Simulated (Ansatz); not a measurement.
Br (beta tin type), DFT, PBE, PAW with Ansatz's default frozen-core files, scalar-relativistic (Ansatz 0.2.0), on 1 thread of Intel(R) Xeon(R) 6975P-C (Granite Rapids) (shared host).

Command: `ansatz run input.yaml --threads 1 --pin off --max-ram 2048MiB --backend cpu --events-out ev --progress --plain --runs-dir out`

```yaml
crystal:
  lattice:
    - [-2.7842533495, 2.7842533495, 1.7989277652]
    - [2.7842533495, -2.7842533495, 1.7989277652]
    - [2.7842533495, 2.7842533495, -1.7989277652]
  atoms:
    - { symbol: Br, position: [-0.375, -0.125, -0.25] }
    - { symbol: Br, position: [0.375, 0.125, 0.25] }
kpoints:
  mp_grid: { grid: [13, 13, 13] }
scf:
  occupations: { method: fermi_dirac, width: 0.1 }
hamiltonian:
  xc: pbe
  pseudopotentials: { kind: paw }
output:
  forces: true
  stress: true
  eigenvalues: true
  populations: true
```

Question: How large is the problem that the program sets up?

Answer: 196 irreducible k-points, 1079 plane waves at Γ, 11 bands.

Question: About how long does it take?

Answer: 4 s of wall time for 6 SCF iterations. Times on shared machines scatter by tens of per cent.
